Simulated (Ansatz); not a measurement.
Here is an Ansatz 0.2.0 calculation.

input

```
crystal:
  lattice:
    - [3.5432, 0.0, 0.0]
    - [-1.7716, 3.0685012107, 0.0]
    - [0.0, 0.0, 5.0388]
  atoms:
    - { symbol: Pt, position: [0.0, 0.0, 0.0] }
    - { symbol: S, position: [0.6666666667, 0.3333333333, 0.773] }
    - { symbol: S, position: [0.3333333333, 0.6666666667, 0.227] }
hamiltonian:
  xc: { exchange: pbe, correlation: pbe, exx: { coeff: 0.25, omega: 0.2 } }
  pseudopotentials: { kind: paw }
kpoints:
  mp_grid: { grid: [5, 5, 3] }
scf:
  occupations: { method: fermi_dirac, width: 0.05 }
output:
  forces: true
  stress: true
  eigenvalues: true
```

(1) Predict the band gap on the k mesh.

(2) Estimate the largest force.

Answers

(1) 1.95 eV, indirect (least direct gap 2.21 eV).

(2) 0.900 eV/Å.

Caveat: odd divisions of the mesh miss points on the zone boundary, where band edges often lie, so the gap on the mesh can be too wide; spin-orbit coupling is left out, which moves the levels of the heavy elements; the PAW data sets come from PBE, with cores solved anew for the run's functional, which leaves a small shift of forces and pressure.
